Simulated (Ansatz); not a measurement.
# ZnS: the cost of one run

Code: Ansatz 0.2.0. PAW datasets, plane waves. Computed at 0 K without zero-point motion; spin polarisation is off.

## (1) Starting point

The unstrained cell was relaxed with r2SCAN; in each strained cell the atoms were relaxed again with r2SCAN. Names of k-points are those of the unstrained zone, where strain can split equivalent points. First state: no strain.

It is hexagonal, P6_3mc (No. 186); a = 3.805 Å, c = 6.244 Å in the conventional setting, 19.58 Å³ an atom. Around Zn lie 4 S at 2.33–2.34 Å; around S lie 4 Zn at 2.33–2.34 Å.

The structure in full:

```xyz
4
Lattice="3.8055 0.0000 0.0000 -1.9027 3.2956 0.0000 0.0000 0.0000 6.2440" Properties=species:S:1:pos:R:3 pbc="T T T"
Zn    0.0000    2.1971    0.0021
Zn    1.9027    1.0985    3.1241
S     0.0000    2.1971    2.3394
S     1.9027    1.0985    5.4614
```

## (2) No strain: PBE

Input file input.yaml:

```yaml
crystal:
  lattice:
    - [3.8054508567, 0.0, 0.0]
    - [-1.9027254283, 3.2956171147, 0.0]
    - [0.0, 0.0, 6.2439931111]
  atoms:
    - { symbol: Zn, position: [0.3333333333, 0.6666666667, 0.0003381268] }
    - { symbol: Zn, position: [0.6666666667, 0.3333333333, 0.5003381268] }
    - { symbol: S, position: [0.3333333333, 0.6666666667, 0.3746618732] }
    - { symbol: S, position: [0.6666666667, 0.3333333333, 0.8746618732] }
kpoints:
  mp_grid: { grid: [12, 12, 4] }
  band_path:
    path:
      - [0.0, 0.0, 0.0]
      - [0.5, 0.0, 0.0]
      - [0.3333333333, 0.3333333333, 0.0]
      - [0.0, 0.0, 0.5]
      - [0.5, 0.0, 0.5]
      - [0.3333333333, 0.3333333333, 0.5]
    npoints: 1
hamiltonian:
  xc: pbe
scf:
  occupations: { method: fermi_dirac, width: 0.02 }
  n_extra_bands: 5
output:
  forces: true
  stress: true
  eigenvalues: true
  write_density: true
  write_potential: true
  elf: true
  volumetric_format: npy
```

The run is started by

```sh
ansatz run input.yaml --threads 2 --pin off --max-ram 29491MiB --backend cpu --events-out ev --progress --plain --runs-dir out
```

**Question.** How long does this run take on 2 threads of AMD EPYC 7R13 (Zen 3), shared host, and how much memory does it need?

About 4.2 s, with a peak of 0.4 GiB.
